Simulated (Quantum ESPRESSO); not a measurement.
# MnO (Manganosite): magnetism against biaxial strain

How does biaxial strain change the magnetic state of MnO (Manganosite)?

Main program and level: Quantum ESPRESSO 7.5; PBE with U = 4 eV on Mn d (ortho-atomic projectors); plane waves with GBRV 1.5 PBE potentials, no spin-orbit coupling.

## (1) The starting structure

Symmetry: Fm-3m, No. 225, cubic system. The conventional cell has a = 4.446 Å, b = 4.446 Å, c = 4.446 Å, α = 90.00°, β = 90.00°, γ = 90.00°. Nearest to Mn lie 6 O at 2.22 Å. Nearest to O lie 6 Mn at 2.22 Å. Farther neighbours and most contacts between anions are not listed.

The cell comes from the Crystallography Open Database.

## (2) Biaxial 0.96, ferro +

Lengths in the Cartesian xy plane scale by the factor; z is kept. Atoms keep their fractional places. Seeded atoms are those given a starting moment.

pw.in

```
&CONTROL
  calculation = 'scf'
  prefix = 'pwscf'
  outdir = './tmp'
  pseudo_dir = './pseudo'
  disk_io = 'nowf'
  tprnfor = .true.
  tstress = .true.
/
&SYSTEM
  ibrav = 0
  nat = 2
  ntyp = 2
  ecutwfc = 40
  ecutrho = 280
  nbnd = 19
  occupations = 'smearing'
  smearing = 'fd'
  degauss = 0.00367493
  nspin = 2
  starting_magnetization(1) = 0.3
  starting_magnetization(2) = 0
/
&ELECTRONS
  conv_thr = 4d-09
  electron_maxstep = 150
  mixing_beta = 0.3
/
ATOMIC_SPECIES
Mn     54.9380 mn_pbe_v1.5.uspp.F.UPF
O      15.9990 o_pbe_v1.2.uspp.F.UPF
CELL_PARAMETERS angstrom
   0.0000000000    2.1340800000    2.2230000000
   2.1340800000    0.0000000000    2.2230000000
   2.1340800000    2.1340800000    0.0000000000
ATOMIC_POSITIONS crystal
Mn      0.0000000000    0.0000000000    0.0000000000
O       0.5000000000    0.5000000000    0.5000000000
K_POINTS automatic
8 8 8 0 0 0
HUBBARD {ortho-atomic}
U Mn-3d 4.0000
```

Run with:

```console
> OMP_NUM_THREADS=1 mpirun -n 2 pw.x -nk 2 -in pw.in > pw.out
```

What it wrote:

```text
Program PWSCF v.7.5 starts

     Message from routine setup:
     using ibrav=0 with symmetry is DISCOURAGED, use correct ibrav instead

     K-points division:     npool     =       2
     Subspace diagonalization in iterative solution of the eigenvalue problem:

     bravais-lattice index     =            0
     lattice parameter (alat)  =       5.8233  a.u.
     unit-cell volume          =     136.6430 (a.u.)^3
     number of atoms/cell      =            2
     number of atomic types    =            2
     number of electrons       =        21.00
     number of Kohn-Sham states=           19
     kinetic-energy cutoff     =      40.0000  Ry
     charge density cutoff     =     280.0000  Ry
     scf convergence threshold =      4.0E-09
     mixing beta               =       0.3000
     number of iterations used =            8  plain     mixing
     Exchange-correlation= SLA  PW   PBE  PBE
                           (   1   4   3   4   0   0   0)
     Hubbard projectors: ortho-atomic
     Hubbard parameters of DFT+U (Dudarev formulation) in eV:
     U(Mn-3d) =  4.0000

     Internal variables: lda_plus_u =T, lda_plus_u_kind = 0

     Internal variables: orbital_resolved =F, hub_pot_fix =F, apply_U = F

     celldm(1)=   5.823309  celldm(2)=   0.000000  celldm(3)=   0.000000
     celldm(4)=   0.000000  celldm(5)=   0.000000  celldm(6)=   0.000000

     crystal axes: (cart. coord. in units of alat)
               a(1) = (   0.000000   0.692532   0.721387 )
               a(2) = (   0.692532   0.000000   0.721387 )
               a(3) = (   0.692532   0.692532   0.000000 )

     reciprocal axes: (cart. coord. in units 2 pi/alat)
               b(1) = ( -0.721988  0.721988  0.693109 )
               b(2) = (  0.721988 -0.721988  0.693109 )
               b(3) = (  0.721988  0.721988 -0.693109 )

     PseudoPot. # 1 for Mn read from file:
     mn_pbe_v1.5.uspp.F.UPF
     Pseudo is Ultrasoft + core correction, Zval = 15.0

     PseudoPot. # 2 for O  read from file:
     o_pbe_v1.2.uspp.F.UPF
     Pseudo is Ultrasoft + core correction, Zval =  6.0

     atomic species   valence    mass     pseudopotential
     Mn               15.00    54.93800     Mn( 1.00)
     O                 6.00    15.99900     O ( 1.00)

     Starting magnetic structure
     atomic species   magnetization
     Mn              0.300
     O               0.000

     16 Sym. Ops., with inversion, found

   Cartesian axes

     site n.     atom                  positions (alat units)
         1        Mn     tau(   1) = (   0.0000000   0.0000000   0.0000000  )
         2        O      tau(   2) = (   0.6925318   0.6925318   0.7213873  )

     number of k points=    59  Fermi-Dirac smearing, width (Ry)=  0.0037
                       cart. coord. in units 2pi/alat
        k(    1) = (   0.0000000   0.0000000   0.0000000), wk =   0.0019531
        k(    2) = (   0.0902486   0.0902486  -0.0866386), wk =   0.0156250
        k(    3) = (   0.1804971   0.1804971  -0.1732772), wk =   0.0156250
        k(    4) = (   0.2707457   0.2707457  -0.2599159), wk =   0.0156250
        k(    5) = (  -0.3609942  -0.3609942   0.3465545), wk =   0.0078125
        [... 54 further k-points ...]

     Dense  grid:    10843 G-vectors     FFT dimensions: (  32,  32,  32)

     Smooth grid:     4677 G-vectors     FFT dimensions: (  24,  24,  24)

     Check: negative core charge=   -0.000056
     Generating pointlists ...
     new r_m :   0.2857 (alat units)  1.6635 (a.u.) for type    1
     new r_m :   0.2857 (alat units)  1.6635 (a.u.) for type    2

     Initial potential from superposition of free atoms

     starting charge      20.4999, renormalised to      21.0000

     STARTING HUBBARD OCCUPATIONS:

     =================== HUBBARD OCCUPATIONS ===================
     ------------------------ ATOM    1 ------------------------
     Tr[ns(  1)] (up, down, total) =   5.00000  0.00000  5.00000
     Atomic magnetic moment for atom   1 =   5.00000
     [... lines left out ...]
     Number of occupied Hubbard levels =    5.0000

     Atomic wfc used for Hubbard projectors are orthogonalized

     Starting wfcs are   17 randomized atomic wfcs +    2 random wfcs

     Self-consistent Calculation

     iteration #  1     ecut=    40.00 Ry     beta= 0.30
     Davidson diagonalization with overlap
     ethr =  1.00E-02,  avg # of iterations =  4.9

     =================== HUBBARD OCCUPATIONS ===================
     ------------------------ ATOM    1 ------------------------
     Tr[ns(  1)] (up, down, total) =   4.87695  0.15018  5.02713
     Atomic magnetic moment for atom   1 =   4.72677
     [... lines left out ...]
     Number of occupied Hubbard levels =    5.0271

     total energy              =    -243.36347878 Ry
     estimated scf accuracy    <       0.56549259 Ry

     total magnetization       =     5.00 Bohr mag/cell
     absolute magnetization    =     5.00 Bohr mag/cell

     iteration #  2     ecut=    40.00 Ry     beta= 0.30
     Davidson diagonalization with overlap
     ethr =  2.69E-03,  avg # of iterations =  1.5

     total energy              =    -243.47034552 Ry
     estimated scf accuracy    <       0.02585619 Ry

     total magnetization       =     5.00 Bohr mag/cell
     absolute magnetization    =     5.00 Bohr mag/cell

     [... further iterations left out ...]

     iteration # 10     ecut=    40.00 Ry     beta= 0.30
     Davidson diagonalization with overlap
     ethr =  1.18E-10,  avg # of iterations =  2.0

     negative rho (up, down):  0.000E+00 5.518E-04

     total energy              =    -243.47811670 Ry
     estimated scf accuracy    <       0.00000002 Ry

     total magnetization       =     5.00 Bohr mag/cell
     absolute magnetization    =     5.00 Bohr mag/cell

     iteration # 11     ecut=    40.00 Ry     beta= 0.30
     Davidson diagonalization with overlap
     ethr =  8.46E-11,  avg # of iterations =  2.0

     negative rho (up, down):  0.000E+00 5.517E-04

     Magnetic moment per site  (integrated on atomic sphere of radius R)
     atom   1 (R=0.286)  charge= 12.4504  magn=  4.1955
     atom   2 (R=0.286)  charge=  5.8626  magn=  0.2099

     End of self-consistent calculation

     =================== HUBBARD OCCUPATIONS ===================
     ------------------------ ATOM    1 ------------------------
     Tr[ns(  1)] (up, down, total) =   4.96701  0.27784  5.24485
     Atomic magnetic moment for atom   1 =   4.68916
     [... lines left out ...]
     Number of occupied Hubbard levels =    5.2448

     Number of k-points >= 100: set verbosity='high' to print the bands.

     the Fermi energy is    14.8086 ev

!    total energy              =    -243.47811674 Ry
     estimated scf accuracy    <          8.6E-11 Ry
     smearing contrib. (-TS)   =      -0.00002035 Ry
     internal energy E=F+TS    =    -243.47809639 Ry

     The total energy is F=E-TS. E is the sum of the following terms:
     one-electron contribution =    -102.46433221 Ry
     hartree contribution      =      63.53185589 Ry
     xc contribution           =     -34.31124315 Ry
     ewald contribution        =    -170.27696523 Ry
     Hubbard energy            =       0.04258830 Ry

     total magnetization       =     5.00 Bohr mag/cell
     absolute magnetization    =     5.00 Bohr mag/cell

     convergence has been achieved in  11 iterations

     negative rho (up, down):  0.000E+00 5.517E-04

     Forces acting on atoms (cartesian axes, Ry/au):

     atom    1 type  1   force =     0.00000000    0.00000000    0.00000000
     atom    2 type  2   force =     0.00000000    0.00000000   -0.00000000

     Total force =     0.000000     Total SCF correction =     0.000000

     Computing stress (Cartesian axis) and pressure

     negative rho (up, down):  0.000E+00 5.517E-04
          total   stress  (Ry/bohr**3)                   (kbar)     P=      280.92
   0.00212058   0.00000000   0.00000000          311.95        0.00        0.00
   0.00000000   0.00212058  -0.00000000            0.00      311.95       -0.00
   0.00000000  -0.00000000   0.00148784            0.00       -0.00      218.87

=------------------------------------------------------------------------------=
   JOB DONE.
=------------------------------------------------------------------------------=
```

The job ended after 15 s (2 MPI ranks of Arm Neoverse V1, shared host; peak memory 0.17 GiB).

Spin moment in the atom's sphere by atom:

| atom | spin moment in the atom's sphere (μB) |
| --- | --- |
| Mn1 | 4.20 |
| O2 | 0.21 |

Numbers from this step:

| Quantity | Value |
| --- | --- |
| smearing term TS | 2.77e-4 eV |
| pressure | 28.09 GPa |
| magnetization | 5 μB |
| absolute magnetization | 5 μB |
| final state | ferromagnetic |

## (3) Biaxial 0.96, antiferro q=(0,1/2,1/2) +-

The wavevector q is in fractions of the reciprocal vectors of the crystal's primitive cell, as the cells of these inputs are built from it; moments change sign between cells as cos(2π q·R).

pw.in

```
&CONTROL
  calculation = 'scf'
  prefix = 'pwscf'
  outdir = './tmp'
  pseudo_dir = './pseudo'
  disk_io = 'nowf'
  tprnfor = .true.
  tstress = .true.
/
&SYSTEM
  ibrav = 0
  nat = 4
  ntyp = 3
  ecutwfc = 40
  ecutrho = 280
  nbnd = 30
  occupations = 'smearing'
  smearing = 'fd'
  degauss = 0.00367493
  nspin = 2
  starting_magnetization(1) = 0.3
  starting_magnetization(2) = -0.3
  starting_magnetization(3) = 0
/
&ELECTRONS
  conv_thr = 8d-09
  electron_maxstep = 150
  mixing_beta = 0.3
/
ATOMIC_SPECIES
Mn1    54.9380 mn_pbe_v1.5.uspp.F.UPF
Mn2    54.9380 mn_pbe_v1.5.uspp.F.UPF
O      15.9990 o_pbe_v1.2.uspp.F.UPF
CELL_PARAMETERS angstrom
   0.0000000000    2.1340800000    2.2230000000
   4.2681600000    0.0000000000    4.4460000000
   4.2681600000    2.1340800000    2.2230000000
ATOMIC_POSITIONS crystal
Mn1     0.0000000000    0.0000000000    0.0000000000
Mn2     0.0000000000    0.5000000000    0.0000000000
O       0.5000000000    0.0000000000    0.5000000000
O       0.5000000000    0.5000000000    0.5000000000
K_POINTS automatic
8 4 8 0 0 0
HUBBARD {ortho-atomic}
U Mn1-3d 4.0000
U Mn2-3d 4.0000
```

What it wrote:

```text
     [... lines left out ...]
Program PWSCF v.7.5 starts
     [... lines left out ...]
     number of atoms/cell      =            4
     [... lines left out ...]
     number of electrons       =        42.00
     number of Kohn-Sham states=           30
     kinetic-energy cutoff     =      40.0000  Ry
     charge density cutoff     =     280.0000  Ry
     scf convergence threshold =      8.0E-09
     [... lines left out ...]
      8 Sym. Ops., with inversion, found
     [... lines left out ...]
     number of k points=    55  Fermi-Dirac smearing, width (Ry)=  0.0037
     [... lines left out ...]
     iteration # 12     ecut=    40.00 Ry     beta= 0.30
     [... lines left out ...]
     Magnetic moment per site  (integrated on atomic sphere of radius R)
     atom   1 (R=0.286)  charge= 12.4404  magn=  4.1774
     atom   2 (R=0.286)  charge= 12.4404  magn= -4.1774
     atom   3 (R=0.286)  charge=  5.8624  magn= -0.0666
     atom   4 (R=0.286)  charge=  5.8624  magn=  0.0666
     [... lines left out ...]
     Tr[ns(  1)] (up, down, total) =   4.95576  0.28647  5.24223
     [... lines left out ...]
     Tr[ns(  2)] (up, down, total) =   0.28647  4.95576  5.24223
     [... lines left out ...]
     the Fermi energy is    15.0841 ev
!    total energy              =    -486.96823656 Ry
     estimated scf accuracy    <          3.4E-10 Ry
     smearing contrib. (-TS)   =      -0.00000102 Ry
     [... lines left out ...]
     total magnetization       =    -0.00 Bohr mag/cell
     absolute magnetization    =     9.60 Bohr mag/cell
     convergence has been achieved in  12 iterations
     [... lines left out ...]
     Total force =     0.000000     Total SCF correction =     0.000000
     [... lines left out ...]
          total   stress  (Ry/bohr**3)                   (kbar)     P=      256.18
     [... lines left out ...]
```

It took 78 s on 2 MPI ranks; peak memory 0.28 GiB; 2.6 min of CPU time.

Spin moment in the atom's sphere by atom:

```csv
atom,spin moment in the atom's sphere (μB)
Mn1,4.18
Mn2,-4.18
O3,-0.07
O4,0.07
```

This step gave:

| Item | Value |
| --- | --- |
| smearing term TS | 1.39e-5 eV |
| pressure | 25.62 GPa |
| magnetization | 0 μB |
| absolute magnetization | 9.602 μB |
| final state | antiferromagnetic |

(Part 1 of 2 ends here.)

[Logs and program files are shortened in this print: banners, set-up blocks, solver, clock and traceback lines can be left out without a mark of their own.]

[Logs are printed without paths, hosts, clocks, repeated set-up lines and the standing remarks that a program may print on its own settings, such as how far it seeks lower states.]

[Hosts, paths, dates, database ids (printed as entryN), source tags and the programs' standing remarks are cut or masked in the printed files.]

[Where a cell is said to come from a database of computed structures, the database is the Materials Project.]
